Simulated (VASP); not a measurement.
Wanted: the native input for a VASP 6.6.1 run.

- Task: band structure
- Functional: LDA
- Potentials or basis: VASP PAW LDA potentials, release 64 (Sn_d, S)
- Cutoff: 520 eV
- k mesh: 4 × 8 × 6
- Occupations: gaussian, width 0.03 eV
- Spin: no spin polarisation
- Further INCAR settings: ALGO = Fast; EDIFF = 1e-07

The structure of SnS lies in POSCAR:

```
SnS                                     
1.0
   11.1022381053      0.0000000000      0.0000000000
    0.0000000000      3.9856084138     -0.0000000000
    0.0000000000      0.0000000000      4.2298611247
  Sn              S             
     4     4
Direct
     0.1185162781974909    0.2500000000000000    0.1099914101621251
     0.3814837218025092    0.7500000000000000    0.6099914101621250
     0.6185162781974910    0.2500000000000000    0.3900085898378749
     0.8814837218025090    0.7500000000000000    0.8900085898378750
     0.8532534565978834    0.2500000000000000    0.4743738979948287
     0.6467465434021166    0.7500000000000000    0.9743738979948288
     0.3532534565978835    0.2500000000000000    0.0256261020051713
     0.1467465434021167    0.7500000000000000    0.5256261020051712
```

The input as run:

INCAR

```
SYSTEM = SnS
PREC = Accurate
ENCUT = 520
EDIFF = 1E-7
ISMEAR = 0
SIGMA = 0.03
LREAL = .FALSE.
LASPH = .TRUE.
NELM = 80
ALGO = Fast
ISIF = 2
LWAVE = .FALSE.
LCHARG = .FALSE.
GGA = CA
KPAR = 2
```

KPOINTS

```
regular mesh
0
G
  4 8 6
  0 0 0
```

KPOINTS_OPT

```
explicit points
318
Reciprocal
 0.0000000000  0.0000000000  0.0000000000 1
 0.0000000000  0.0263157895  0.0000000000 1
 0.0000000000  0.0526315789  0.0000000000 1
 0.0000000000  0.0789473684  0.0000000000 1
 0.0000000000  0.1052631579  0.0000000000 1
 0.0000000000  0.1315789474  0.0000000000 1
[... 310 lines left out ...]
 0.0000000000  0.5000000000  0.0241422100 1
 0.0000000000  0.5000000000 -0.0241422100 1
```

Potentials or basis: VASP PAW LDA potentials, release 64 (Sn_d, S).

The run is started by

```console
$ cat potpaw_LDA.64/Sn_d/POTCAR potpaw_LDA.64/S/POTCAR > POTCAR
$ mpirun -np 2 vasp_std > vasp.out
```

Results of the run:

The pressure is -1.7 GPa, the largest force is 0.093 eV/Å and the band gap on the k mesh is 0.73 eV, indirect (least direct gap 1.07 eV). The band gap along the path is 0.58 eV, indirect (least direct gap 0.66 eV).

Caveat: spin-orbit coupling is left out, which moves the levels of the heavy elements; the mesh misses the band edges, which the band path finds closer together.

It took 12 min on 2 MPI ranks on AMD EPYC 9R14 (Zen 4), with other jobs on the host, peak memory 0.68 GiB a rank.
